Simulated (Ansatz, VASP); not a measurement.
## One calculation of K2S, two programs

```
K S
1.0
     0.00000    3.68206    3.68206
     3.68206    0.00000    3.68206
     3.68206    3.68206    0.00000
K S
2 1
Cartesian
  1.8410 1.8410 1.8410
  5.5231 5.5231 5.5231
  0.0000 0.0000 0.0000
```

Change from the starting cell: volume scaled by 0.98.

Alike in both runs: task single point; functional PBE; k mesh 6 × 6 × 6; occupations fermi-dirac, width 0.05 eV; no spin polarisation.

|  | VASP | Ansatz |
| --- | --- | --- |
| version | VASP 6.6.1 | Ansatz 0.2.0 |
| potentials or method | VASP PAW PBE potentials, release 64 (K_sv, S) | Ansatz PAW |
| plane-wave cutoff (eV) | 520 | 420 |
| valence electrons in the cell | 24 | 24 |

Ansatz gave:

| Item | Value |
| --- | --- |
| gap on the k mesh at the Fermi level (eV) | 2.42 |
| least direct gap on the mesh (eV) | 2.64 |
| pressure (GPa) | 0.8 |

Which values does VASP return?

gap on the k mesh at the Fermi level (eV): 2.42; least direct gap on the mesh (eV): 2.63; pressure (GPa): 0.8.

The functional is the same, so the differences come from potentials, cutoffs and numerics.

A k mesh can miss the band edges.
